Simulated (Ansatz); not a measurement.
## Ru under changes of volume

One of the cells (13.575 Å³/atom); the others are scaled copies at fixed shape and fractional positions:

```
Ru
1.0
     2.70580    0.00000    0.00000
    -1.35290    2.34329    0.00000
     0.00000    0.00000    4.28190
Ru
2
Direct
  0.66667 0.33333 0.75000
  0.33333 0.66667 0.25000
```

```yaml
Program: Ansatz 0.2.0
Functional: PBE
Potentials_or_basis: Ansatz PAW
Cutoff: "420 eV (not typed: the program's choice for these potentials)"
k_mesh: 11 × 11 × 6
Occupations: fermi-dirac, width 0.05 eV
Spin: no spin polarisation
```

```tsv
volume (Å³/atom)	energy over the lowest point (meV/atom)	pressure (GPa)
12.760	82.39	28.5
13.032	?	?
13.303	15.71	11.7
13.575	2.19	4.6
13.846	0.00	-1.7
14.118	7.89	-7.3
14.389	24.78	-12.3
```

Q: What does the run at 13.032 Å³/atom give?

A: Energy over the lowest point 41.94 meV/atom; pressure 19.6 GPa.

Worked out: A Birch-Murnaghan fit of order 3 (a polynomial in V^(-2/3)) to the other rows has its minimum at 13.77 Å³/atom with B0 = V·E''(V) = 312 GPa and B' = 4.8 at fixed shape and positions, which overstates the stiffness. It gives 41.87 meV/atom at 13.032 Å³/atom, against the run's 41.94, and -dE/dV = 19.5 GPa, against 19.6.

Energies are extrapolated to zero smearing.
